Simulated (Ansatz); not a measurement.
Wanted: the native input for an Ansatz 0.2.0 run.

```
Task                : relaxation of cell and atoms
Functional          : r2SCAN
Dispersion          : D4
Potentials or basis : Ansatz PAW
Cutoff              : 500 eV (not typed: the program's choice for these potentials)
k mesh              : 6 × 6 × 6
Occupations         : fermi-dirac, width 0.05 eV
Spin                : no spin polarisation
```

The system is MgO2.

```
Mg O
1.0
     4.82861    0.00000    0.00000
     0.00000    4.82861    0.00000
     0.00000    0.00000    4.82861
Mg O
4 8
Direct
  0.00000 0.00000 0.00000
  0.50000 0.00000 0.50000
  0.50000 0.50000 0.00000
  0.00000 0.50000 0.50000
  0.58942 0.91058 0.08942
  0.91058 0.08942 0.58942
  0.08942 0.58942 0.91058
  0.41058 0.41058 0.41058
  0.58942 0.58942 0.58942
  0.91058 0.41058 0.08942
  0.08942 0.91058 0.41058
  0.41058 0.08942 0.91058
```

The cell is a database's computed one.

One way to write it, as run:

input.yaml

```yaml
crystal:
  lattice:
    - [4.82861247, 0.0, 0.0]
    - [0.0, 4.82861247, 0.0]
    - [0.0, 0.0, 4.82861247]
  atoms:
    - { symbol: Mg, position: [0.0, 0.0, 0.0] }
    - { symbol: Mg, position: [0.5, 0.0, 0.5] }
    - { symbol: Mg, position: [0.5, 0.5, 0.0] }
    - { symbol: Mg, position: [0.0, 0.5, 0.5] }
    - { symbol: O, position: [0.58942444, 0.91057556, 0.08942444] }
    - { symbol: O, position: [0.91057556, 0.08942444, 0.58942444] }
    - { symbol: O, position: [0.08942444, 0.58942444, 0.91057556] }
    - { symbol: O, position: [0.41057556, 0.41057556, 0.41057556] }
    - { symbol: O, position: [0.58942444, 0.58942444, 0.58942444] }
    - { symbol: O, position: [0.91057556, 0.41057556, 0.08942444] }
    - { symbol: O, position: [0.08942444, 0.91057556, 0.41057556] }
    - { symbol: O, position: [0.41057556, 0.08942444, 0.91057556] }
hamiltonian:
  xc: r2scan
  pseudopotentials: { kind: paw }
  dispersion: d4
kpoints:
  mp_grid: { grid: [6, 6, 6] }
scf:
  occupations: { method: fermi_dirac, width: 0.05 }
output:
  forces: true
  stress: true
  eigenvalues: true
  write_density: true
  write_potential: true
  elf: true
  volumetric_format: npy
relax:
  f_tol: 0.01
  max_steps: 40
  cell: { stress_tol: 0.05 }
```

Potentials or basis: Ansatz PAW.

The run is started by

```bash
$ ansatz run input.yaml --threads 4 --pin off --max-ram 11264MiB --backend cpu --events-out ev --progress --plain --runs-dir out
```

It gave:

The relaxed volume is 9.35 Å³/atom. The relaxed cell is a = 4.823 Å, b = 4.823 Å, c = 4.823 Å, α = 90.00°, β = 90.00°, γ = 90.00° and the space group after relaxing (to 0.05 Å) is Pa-3 (No. 205). The energy gained by relaxing is 0.3 meV/atom. The ionic steps are 4, the pressure after relaxing is 0.0 GPa and the band gap on the k mesh is 4.73 eV, indirect (least direct gap 4.87 eV).

Caveat: the plane-wave basis is chosen anew once the cell has moved, so the energies of steps on either side of that aren't comparable; the PAW data sets come from PBE, with cores solved anew for the run's functional, which leaves a small shift of forces and pressure.

Wall time 17 s on 4 threads of Arm Neoverse V2, on a shared host, peak memory 0.72 GiB.
